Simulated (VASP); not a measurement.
Crystal: ZrN.

```
Zr N
1.0
     0.00000    2.29427    2.29427
     2.29427    0.00000    2.29427
     2.29427    2.29427    0.00000
Zr N
1 1
Direct
  0.50000 0.50000 0.50000
  0.00000 0.00000 0.00000
```

The cell is a database's computed one.

- Program: VASP 6.6.1
- Task: relaxation of cell and atoms
- Functional: PBEsol
- Potentials or basis: VASP PAW PBE potentials, release 64 (Zr_sv, N)
- Cutoff: 600 eV
- k mesh: 6 × 6 × 6
- Occupations: gaussian, width 0.1 eV
- Spin: no spin polarisation

At the start: pressure -6.0 GPa; volume 12.08 Å³/atom.

Problem. How do energy, volume and symmetry change on relaxing?

Solution. Over 4 steps the energy falls by 5.4 meV/atom and the volume is 11.79 Å³/atom (-2.3 %); space group Fm-3m (No. 225, to 0.05 Å).

The path:
```
step  energy change (eV)  largest force (eV/Å)  pressure (GPa)  volume (Å³)
   1              0.0000                0.0000           -6.03        24.15
   2              0.0272                0.0000           12.76        22.60
   3             -0.0108                0.0000           -0.08        23.60
   4             -0.0108                0.0000            0.05        23.59
```

Final structure:
```yaml
crystal:
  lattice:
    - [0.00000, 2.27622, 2.27622]
    - [2.27622, 0.00000, 2.27622]
    - [2.27622, 2.27622, 0.00000]
  atoms:
    - { symbol: Zr, position: [0.50000, 0.50000, 0.50000] }
    - { symbol: N, position: [0.00000, 0.00000, 0.00000] }
```

Caveat: the k mesh is coarse (spacing up to 0.40 Å⁻¹), so the values aren't converged; the PAW data sets were made with another functional, which shifts forces and pressure a little.
